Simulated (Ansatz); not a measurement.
# PbS (Fm-3m): how far a G0W0 gap depends on its settings

How well converged is a G0W0 gap of PbS built on the rocksalt prototype?

The runs shown are made with Ansatz 0.2.0. G0W0, plane waves. Computed at 0 K without zero-point motion; spin polarisation is off.

### Step 1. Starting point

The cell was relaxed beforehand with r2SCAN.

The symmetry is Fm-3m (No. 225, cubic); conventional cell a = 5.974 Å, 26.66 Å³ an atom. Pb has 6 S at 2.99 Å; S has 6 Pb at 2.99 Å.

Structure file:

```cif
data_structure
_symmetry_space_group_name_H-M 'Fm-3m'
_symmetry_Int_Tables_number 225
_cell_length_a 5.9745
_cell_length_b 5.9745
_cell_length_c 5.9745
_cell_angle_alpha 90.000
_cell_angle_beta 90.000
_cell_angle_gamma 90.000
_cell_volume 213.25
loop_
_atom_site_label
_atom_site_type_symbol
_atom_site_symmetry_multiplicity
_atom_site_Wyckoff_symbol
_atom_site_fract_x
_atom_site_fract_y
_atom_site_fract_z
_atom_site_occupancy
Pb1 Pb 4 a 0.00000 0.00000 0.00000 1
S1 S 4 b 0.50000 0.00000 0.00000 1
```

### Step 2. 86 empty bands, 80 eV

input.yaml reads:

```yaml
crystal:
  lattice:
    - [0.0, 2.9872326629, 2.9872326629]
    - [2.9872326629, 0.0, 2.9872326629]
    - [2.9872326629, 2.9872326629, 0.0]
  atoms:
    - { symbol: Pb, position: [0.0, 0.0, 0.0] }
    - { symbol: S, position: [0.5, 0.5, 0.5] }
kpoints:
  mp_grid: { grid: [4, 4, 4] }
hamiltonian:
  xc: pbe
scf:
  occupations: { method: fixed }
gw:
  n_empty_bands: 86
  ecut_chi: 80
  qp_bands: [v2, c2]
  qp_kpoints: band_edges
  screening: { model: contour_deformation }
```

Run with:

```bash
$ ansatz run input.yaml --threads 2 --pin off --max-ram 3686MiB --backend cpu --events-out ev --progress --plain --runs-dir out
```

### Step 3. 200 empty bands, 140 eV

input.yaml, as its differences from that of step 2:

```diff
@@ -15,4 +15,4 @@
 gw:
-  n_empty_bands: 86
-  ecut_chi: 80
+  n_empty_bands: 200
+  ecut_chi: 140
   qp_bands: [v2, c2]
```

### Step 4. 368 empty bands, 210 eV

input.yaml, as its differences from that of step 3:

```diff
@@ -15,4 +15,4 @@
 gw:
-  n_empty_bands: 200
-  ecut_chi: 140
+  n_empty_bands: 368
+  ecut_chi: 210
   qp_bands: [v2, c2]
```

### Step 5. Starting from HSE06

input.yaml, as its differences from that of step 4:

```diff
@@ -11,3 +11,3 @@
 hamiltonian:
-  xc: pbe
+  xc: hse06
 scf:
@@ -15,4 +15,4 @@
 gw:
-  n_empty_bands: 368
-  ecut_chi: 210
+  n_empty_bands: 200
+  ecut_chi: 140
   qp_bands: [v2, c2]
```

### Step 6. Starting from LDA

input.yaml, as its differences from that of step 5:

```diff
@@ -11,3 +11,3 @@
 hamiltonian:
-  xc: hse06
+  xc: lda
 scf:
```

### Step 7. Starting from r2SCAN

input.yaml, as its differences from that of step 6:

```diff
@@ -11,3 +11,3 @@
 hamiltonian:
-  xc: lda
+  xc: r2scan
 scf:
```

### Step 8. A plasmon pole in place of the full frequency dependence

input.yaml, as its differences from that of step 7:

```diff
@@ -11,3 +11,3 @@
 hamiltonian:
-  xc: r2scan
+  xc: pbe
 scf:
@@ -19,2 +19,2 @@
   qp_kpoints: band_edges
-  screening: { model: contour_deformation }
+  screening: { model: godby_needs }
```

### Step 9. A finer mesh, 6×6×6

input.yaml, as its differences from that of step 8:

```diff
@@ -9,3 +9,3 @@
 kpoints:
-  mp_grid: { grid: [4, 4, 4] }
+  mp_grid: { grid: [6, 6, 6] }
 hamiltonian:
@@ -15,6 +15,6 @@
 gw:
-  n_empty_bands: 200
-  ecut_chi: 140
+  n_empty_bands: 86
+  ecut_chi: 80
   qp_bands: [v2, c2]
   qp_kpoints: band_edges
-  screening: { model: godby_needs }
+  screening: { model: contour_deformation }
```

### Step 10. Norm-conserving pseudopotentials

input.yaml, as its differences from that of step 9:

```diff
@@ -9,5 +9,6 @@
 kpoints:
-  mp_grid: { grid: [6, 6, 6] }
+  mp_grid: { grid: [4, 4, 4] }
 hamiltonian:
   xc: pbe
+  pseudopotentials: { kind: nc }
 scf:
@@ -15,4 +16,4 @@
 gw:
-  n_empty_bands: 86
-  ecut_chi: 80
+  n_empty_bands: 200
+  ecut_chi: 140
   qp_bands: [v2, c2]
```

What does the calculation give? Wanted: for each run, start; potentials; frequencies; empty bands; cutoff; Kohn-Sham gap; G0W0 gap.

The runs gave:

| start | potentials | frequencies | empty bands | cutoff (eV) | mesh | Kohn-Sham gap (eV) | G0W0 gap (eV) |
| --- | --- | --- | --- | --- | --- | --- | --- |
| PBE | PAW | full | 86 | 80 | 4×4×4 | 0.43 | 0.48 |
| PBE | PAW | full | 200 | 140 | 4×4×4 | 0.43 | 0.59 |
| PBE | PAW | full | 368 | 210 | 4×4×4 | 0.43 | 0.68 |
| HSE06 | PAW | full | 200 | 140 | 4×4×4 | 0.88 | 0.85 |
| LDA | PAW | full | 200 | 140 | 4×4×4 | 0.30 | 0.58 |
| r2SCAN | PAW | full | 200 | 140 | 4×4×4 | 0.69 | 0.77 |
| PBE | PAW | pole | 200 | 140 | 4×4×4 | 0.43 | 0.54 |
| PBE | PAW | full | 86 | 80 | 6×6×6 | 0.44 | 0.54 |
| PBE | NC | full | 200 | 140 | 4×4×4 | 0.44 | 0.59 |

Gaps are those on each run's own mesh.

What this shows: With bands and cutoff raised together, from 86 bands at 80 eV to 368 at 210 eV, the gap moves by +0.20 eV; the steps shown don't fix a limit. The starting point matters: against PBE, HSE06 gives +0.26 eV, LDA gives -0.01 eV, r2SCAN gives +0.18 eV. The plasmon pole changes the gap by -0.056 eV. Norm-conserving potentials change it by -0.004 eV. On the finer mesh the quasiparticle shift is +0.11 eV, against +0.05 eV on the coarse one. Spin-orbit coupling is left out.
